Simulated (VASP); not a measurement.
Write the native input for VASP 6.6.1 that does the following.

```
Task                   : band structure
Functional             : PBEsol
Dispersion             : D3(BJ)
Potentials or basis    : VASP PAW PBE potentials, release 64 (Sn_d_GW)
Cutoff                 : 550 eV
k mesh                 : 7 × 7 × 7
Occupations            : fermi-dirac, width 0.05 eV
Spin                   : no spin polarisation
Further INCAR settings : ALGO = Normal; EDIFF = 1e-06
```

Crystal: Sn.

```
Sn
1.0
     0.00000    3.23334    3.23334
     3.23334    0.00000    3.23334
     3.23334    3.23334    0.00000
Sn
2
Direct
  0.76124 0.76434 0.73489
  0.51474 0.49060 0.50612
```

This isn't the form of Sn at room conditions, which is tetragonal (white tin).

The cell isn't the ideal one: atoms moved at random, drawn with an rms of 0.1 Å.

The input as run:

POSCAR

```
Sn
1.0
    0.0000000000      3.2333428000      3.2333428000
    3.2333428000      0.0000000000      3.2333428000
    3.2333428000      3.2333428000      0.0000000000
Sn
2
Direct
    0.7612420000      0.7643410000      0.7348860000
    0.5147380000      0.4905950000      0.5061180000
```

INCAR.step1

```
SYSTEM = Sn
PREC     = Accurate       ! precision mode
ENCUT    = 550            ! plane-wave cutoff, eV
EDIFF    = 1E-6           ! SCF threshold, eV
ISMEAR   = -1             ! smearing method
SIGMA    = 0.05           ! smearing width, eV
LREAL    = .FALSE.        ! projectors in reciprocal space
LASPH    = .TRUE.         ! aspherical terms in the spheres
NELM     = 80             ! most SCF steps
ALGO     = Normal         ! electronic algorithm
ISIF     = 2              ! what is computed and relaxed
LWAVE    = .FALSE.        ! write WAVECAR
LCHARG   = .TRUE.         ! write CHGCAR
GGA      = PS             ! functional
IVDW     = 12             ! dispersion correction
```

KPOINTS.step1

```
Automatic mesh
0
G
  7 7 7
  0 0 0
```

INCAR.step2

```
SYSTEM = Sn
PREC     = Accurate       ! precision mode
ENCUT    = 550            ! plane-wave cutoff, eV
EDIFF    = 1E-6           ! SCF threshold, eV
ISMEAR   = 0              ! smearing method
SIGMA    = 0.05           ! smearing width, eV
LREAL    = .FALSE.        ! projectors in reciprocal space
LASPH    = .TRUE.         ! aspherical terms in the spheres
NELM     = 80             ! most SCF steps
ALGO     = Normal         ! electronic algorithm
ISIF     = 2              ! what is computed and relaxed
LWAVE    = .FALSE.        ! write WAVECAR
LCHARG   = .FALSE.        ! write CHGCAR
GGA      = PS             ! functional
IVDW     = 12             ! dispersion correction
ICHARG   = 11             ! starting density
```

KPOINTS.step2

```
path GXWKGLUWLK,UX
10
line-mode
reciprocal
 0.0000000000  0.0000000000  0.0000000000  G
 0.5000000000  0.0000000000  0.5000000000  X

 0.5000000000  0.0000000000  0.5000000000  X
 0.5000000000  0.2500000000  0.7500000000  W

 0.5000000000  0.2500000000  0.7500000000  W
 0.3750000000  0.3750000000  0.7500000000  K

 0.3750000000  0.3750000000  0.7500000000  K
 0.0000000000  0.0000000000  0.0000000000  G

 0.0000000000  0.0000000000  0.0000000000  G
 0.5000000000  0.5000000000  0.5000000000  L

 0.5000000000  0.5000000000  0.5000000000  L
 0.6250000000  0.2500000000  0.6250000000  U

 0.6250000000  0.2500000000  0.6250000000  U
 0.5000000000  0.2500000000  0.7500000000  W

 0.5000000000  0.2500000000  0.7500000000  W
 0.5000000000  0.5000000000  0.5000000000  L

 0.5000000000  0.5000000000  0.5000000000  L
 0.3750000000  0.3750000000  0.7500000000  K

 0.6250000000  0.2500000000  0.6250000000  U
 0.5000000000  0.0000000000  0.5000000000  X
```

Potentials or basis: VASP PAW PBE potentials, release 64 (Sn_d_GW).

Run with:

```sh
$ cat potpaw_PBE.64/Sn_d_GW/POTCAR > POTCAR
$ cp INCAR.step1 INCAR
$ cp KPOINTS.step1 KPOINTS
$ mpirun -np 1 vasp_std > vasp.out
$ cp INCAR.step2 INCAR
$ cp KPOINTS.step2 KPOINTS
$ mpirun -np 1 vasp_std > vasp.out
```

It gave:

The band gap along the path is none (metal or under the smearing width) and the dispersion energy per atom is -0.317 eV.

Caveat: the log is that of the step along the path at fixed density, whose energy, stress, charges and moments have no meaning; spin-orbit coupling is left out, which moves the levels of the heavy elements.

It took 3.3 min on 1 thread of AMD EPYC 9R45 (Zen 5) (shared host), peak memory 0.37 GiB.
